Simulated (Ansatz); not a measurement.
## Sb under changes of volume

One of the cells (30.206 Å³/atom); the others are scaled copies at fixed shape and fractional positions:

```
Sb
1.0
     2.15420    1.24373    3.75800
    -2.15420    1.24373    3.75800
     0.00000   -2.48746    3.75800
Sb
2
Cartesian
  0.0000 0.0000 8.6416
  0.0000 0.0000 2.6324
```

- Program: Ansatz 0.2.0
- Functional: rPW86-PBE
- Dispersion: rVV10
- Potentials or basis: Ansatz PAW
- Cutoff: 420 eV (not typed: the program's choice for these potentials)
- k mesh: 8 × 8 × 8
- Occupations: fermi-dirac, width 0.05 eV
- Spin: no spin polarisation

```tsv
volume (Å³/atom)	energy over the lowest point (meV/atom)	pressure (GPa)	largest force (eV/Å)
28.393	107.27	9.3	0.556
28.998	75.62	7.5	0.433
29.602	50.26	6.0	0.318
30.206	?	?	?
30.810	15.90	3.2	0.112
31.414	5.86	2.1	0.020
32.018	0.00	1.0	0.065
```

**Question.** What does the run at 30.206 Å³/atom give?

**Answer.** Energy over the lowest point 30.54 meV/atom; pressure 4.5 GPa; largest force 0.211 eV/Å.

Worked out: A Birch-Murnaghan fit of order 3 (a polynomial in V^(-2/3)) to the other rows has its minimum at 32.68 Å³/atom, just outside them, with B0 = V·E''(V) = 49 GPa and B' = 4.3 at fixed shape and positions, which overstates the stiffness. It gives 30.53 meV/atom at 30.206 Å³/atom, against the run's 30.54, and -dE/dV = 4.5 GPa, against 4.5.

Energies are extrapolated to zero smearing.

Caveats: the PAW data sets come from PBE, with cores solved anew for the run's functional, which leaves a small shift of forces and pressure.
